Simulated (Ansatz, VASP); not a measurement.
## Ca in VASP and in Ansatz

File INCAR:

```
PREC = Accurate
ENCUT = 520
EDIFF = 1E-7
ISMEAR = -1
SIGMA = 0.03
LREAL = False
LASPH = True
NELM = 100
ALGO = Normal
ISIF = 2
LWAVE = False
LCHARG = False
GGA = PE
NBANDS = 11
```

KPOINTS

```
regular mesh
0
Gamma
  6 6 6
```

File POSCAR:

```
Ca
1.0
    0.0000000000      2.7942000000      2.7942000000
    2.7942000000      0.0000000000      2.7942000000
    2.7942000000      2.7942000000      0.0000000000
Ca
1
Direct
    0.0000000000      0.0000000000      0.0000000000
```

File input.yaml:

```yaml
crystal:
  lattice:
    - [0.0, 2.7942, 2.7942]
    - [2.7942, 0.0, 2.7942]
    - [2.7942, 2.7942, 0.0]
  atoms:
    - { symbol: Ca, position: [0.0, 0.0, 0.0] }
kpoints:
  mp_grid: { grid: [6, 6, 6] }
scf:
  occupations: { method: fermi_dirac, width: 0.03 }
hamiltonian:
  xc: pbe
  pseudopotentials: { kind: all_electron, lapw: { basis_error: 0.003 } }
output:
  forces: true
  stress: true
  eigenvalues: true
```

Alike in both runs: task single point; functional PBE; k mesh 6 × 6 × 6; occupations fermi-dirac, width 0.03 eV; no spin polarisation.

|  | VASP | Ansatz |
| --- | --- | --- |
| version | VASP 6.6.1 | Ansatz 0.2.0 |
| potentials or method | VASP PAW PBE potentials, release 64 (Ca_sv) | all-electron LAPW, scalar-relativistic |
| plane-wave cutoff (eV) | 520 | see its input |

```tsv
	VASP	Ansatz	Ansatz less VASP
gap on the k mesh at the Fermi level (eV)	none	none	-
pressure (GPa)	-0.7	-0.7	0.00
```

A gap of «none» marks a metal or a gap that the smearing closes. Ansatz ran all-electron here, so the differences hold the error of VASP's frozen core and of both bases.

Caveats: the k mesh is thin for a metal, which can move the energy by tens of meV per atom (Ansatz).
